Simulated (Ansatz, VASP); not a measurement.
# Two plane-wave programs on Ge3Se4

```
Ge Se
1.0
     5.60718    0.00000    0.00000
     0.00000    5.60718    0.00000
     0.00000    0.00000    5.60718
Ge Se
3 4
Cartesian
  0.0000 2.8036 2.8036
  2.8036 0.0000 2.8036
  2.8036 2.8036 0.0000
  2.8036 0.0000 0.0000
  0.0000 2.8036 0.0000
  0.0000 0.0000 2.8036
  0.0000 0.0000 0.0000
```

The cell was built by a generator and needn't be a form met in nature.

Alike in both runs: task single point; functional PBE; k mesh 8 × 8 × 8; occupations gaussian, width 0.1 eV; no spin polarisation.

|  | VASP | Ansatz |
| --- | --- | --- |
| version | VASP 6.6.1 | Ansatz 0.2.0 |
| potentials or method | VASP PAW PBE potentials, release 64 (Ge_d, Se) | scalar-relativistic, plane waves, PAW |
| plane-wave cutoff (eV) | 520 | 420 |
| valence electrons in the cell | 66 | 106 |

```csv
,VASP,Ansatz,Ansatz less VASP
gap on the k mesh at the Fermi level (eV),none,none,-
pressure (GPa),0.0,0.0,-0.03
```

A gap of «none» marks a metal or a gap that the smearing closes. The functional is the same, so the differences come from potentials, cutoffs and numerics. The two sets of potentials don't hold the same shells in valence.
